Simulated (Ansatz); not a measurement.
An input for Ansatz 0.2.0 (CdTe):

input.yaml

```yaml
crystal:
  lattice:
    - [0.0, 3.205, 3.205]
    - [3.205, 0.0, 3.205]
    - [3.205, 3.205, 0.0]
  atoms:
    - { symbol: Te, position: [0.75, 0.75, 0.75] }
    - { symbol: Cd, position: [0.0, 0.0, 0.0] }
hamiltonian:
  xc: cam_b3lyp
  pseudopotentials: { kind: paw }
kpoints:
  mp_grid: { grid: [4, 4, 4] }
  band_path:
    path:
      - [[0.0, 0.0, 0.0], [0.5, 0.0, 0.5], [0.5, 0.25, 0.75], [0.375, 0.375, 0.75], [0.0, 0.0, 0.0], [0.5, 0.5, 0.5], [0.625, 0.25, 0.625], [0.5, 0.25, 0.75], [0.5, 0.5, 0.5], [0.375, 0.375, 0.75]]
      - [[0.625, 0.25, 0.625], [0.5, 0.0, 0.5]]
    npoints: 4
scf:
  occupations: { method: fermi_dirac, width: 0.05 }
  n_extra_bands: 6
output:
  forces: true
  stress: true
  eigenvalues: true
  fatbands: false
```

Potentials or basis: Ansatz PAW.

Command:

```console
$ ansatz run input.yaml --threads 2 --pin off --max-ram 5632MiB --backend cpu --events-out ev --progress --plain --runs-dir out
```

Does this run start?

The run stopped without a result. It printed:

Output:

```text
Error: kpoints.band_path / output.eigenstates.kpoints / output.eigenstates.nscf_kmesh / output.wannier / output.states_by_energy / output.dos.nscf_kmesh / output.optics.nscf_kmesh / output.boltztrap / output.local_orbitals.kmesh / output.polarization (unless states: scf) / output.orbitals (by a pass of its own) / gw: / phonons.commensurate_couplings.mesh / output.given_orbital_levels with hamiltonian.xc: <exact exchange of several ranges> with hamiltonian.xc: <exact exchange that reaches to infinity> — behind a hybrid SCF this pass is solved under, or applies, the exchange operator itself, at k-points off the SCF's mesh, which is served of several ranges of exact exchange only where none reaches to infinity: one that does (lc_wpbe's) diverges towards zero momentum transfer, and no level off the mesh has been held to a reference under several; use a hybrid whose last range ends, as hiss, or one of one range, or do without the pass
```
